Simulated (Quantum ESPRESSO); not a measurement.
PbS (Galena):

```
Pb S
1.0
     0.00000    2.96575    2.96575
     2.96575    0.00000    2.96575
     2.96575    2.96575    0.00000
Pb S
1 1
Direct
  0.00000 0.00000 0.00000
  0.50000 0.50000 0.50000
```

* Program: Quantum ESPRESSO 7.5
* Task: phonons
* Functional: PBE
* Potentials or basis: PseudoDojo 0.4 SR PBE stringent
* Cutoff: 1225 eV
* Density cutoff: 4898 eV
* k mesh: 6 × 6 × 6, shifted
* Occupations: fermi-dirac, width 0.05 eV
* Spin: no spin polarisation
* Mixing beta: 0.5
* Most SCF iterations: 120
* SCF threshold: 4e-10 Ry

The first run showed a gap, so the response started from a second, tighter run with fixed occupations.

Question: Where do the zone-centre optical modes lie?

Answer: T1u at 75 cm⁻¹ (IR). Polar modes are given without the macroscopic field (transverse values).

Optical modes at Γ, degenerate ones joined, polar ones without the macroscopic field:
```
cm⁻¹  components  symmetry  active in  IR intensity, summed ((D/Å)²/amu)
  75           3       T1u         IR                              50.22
```

Zone-centre frequencies without and with the macroscopic field along z (cm⁻¹):
|  | optical modes in rising order |
| --- | --- |
| without | 75 75 75 |
| with the field | 75 75 222 |

Born effective charge tensors (e):
atom 1, Pb
```
4.50 0.00 0.00
0.00 4.50 0.00
0.00 0.00 4.50
```
atom 2, S
```
-4.47  0.00  0.00
 0.00 -4.47  0.00
 0.00  0.00 -4.47
```

Electronic dielectric tensor:
```
15.69  0.00  0.00
 0.00 15.69  0.00
 0.00  0.00 15.69
```

Static dielectric tensor, electrons and zone-centre modes:
```
136.44   0.00   0.00
  0.00 136.44   0.00
  0.00   0.00 136.44
```
